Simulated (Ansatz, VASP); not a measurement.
One calculation of GaP, two programs

Contents of INCAR:

```
  PREC = Accurate
  ENCUT = 520
  EDIFF = 1E-8
  ISMEAR = -1
  SIGMA = 0.05
  LREAL = False
  LASPH = True
  NELM = 60
  ALGO = Normal
  ISIF = 2
  LWAVE = False
  LCHARG = False
  GGA = PE
  LEFG = True
  NBANDS = 16
```

Contents of KPOINTS:

```
Automatic mesh
0
Gamma
  12 12 12
```

POSCAR

```
GaP
1.0
    0.0000000000      2.6227779097      2.6227779097
    2.6227779097      0.0000000000      2.6227779097
    2.6227779097      2.6227779097      0.0000000000
Ga P
1 1
Direct
    0.0000000000      0.0000000000      0.0000000000
    0.5000000000      0.5000000000      0.5000000000
```

Input for Ansatz:

```yaml
crystal:
  lattice:
    - [0.0, 2.6227779097, 2.6227779097]
    - [2.6227779097, 0.0, 2.6227779097]
    - [2.6227779097, 2.6227779097, 0.0]
  atoms:
    - { symbol: Ga, position: [0.0, 0.0, 0.0] }
    - { symbol: P, position: [0.5, 0.5, 0.5] }
kpoints:
  mp_grid: { grid: [12, 12, 12] }
scf:
  occupations: { method: fermi_dirac, width: 0.05 }
hamiltonian:
  xc: pbe
  pseudopotentials: { kind: paw }
output:
  forces: true
  stress: true
  eigenvalues: true
  efg: { contact_densities: true }
```

Change from the starting cell: volume scaled by 1.05, PAW files.

Alike in both runs: task electric field gradients; functional PBE; k mesh 12 × 12 × 12; occupations fermi-dirac, width 0.05 eV; no spin polarisation.

```csv
,VASP,Ansatz
version,VASP 6.6.1,Ansatz 0.2.0
potentials or method,"VASP PAW PBE potentials, release 64 (Ga_d, P)","PAW with Ansatz's default frozen-core files, scalar-relativistic"
plane-wave cutoff (eV),520,420
valence electrons in the cell,18,18
```

VASP gave:

```
pressure (GPa)                                                 : -3.7
Vzz of the field gradient on the site that differs most (V/Å²) : 0.0
```

Problem. What did Ansatz give for the same quantities?

Solution. Pressure (GPa): -3.8; Vzz of the field gradient on the site that differs most (V/Å²): 0.0.

The functional is the same, so the differences come from potentials, cutoffs and numerics.
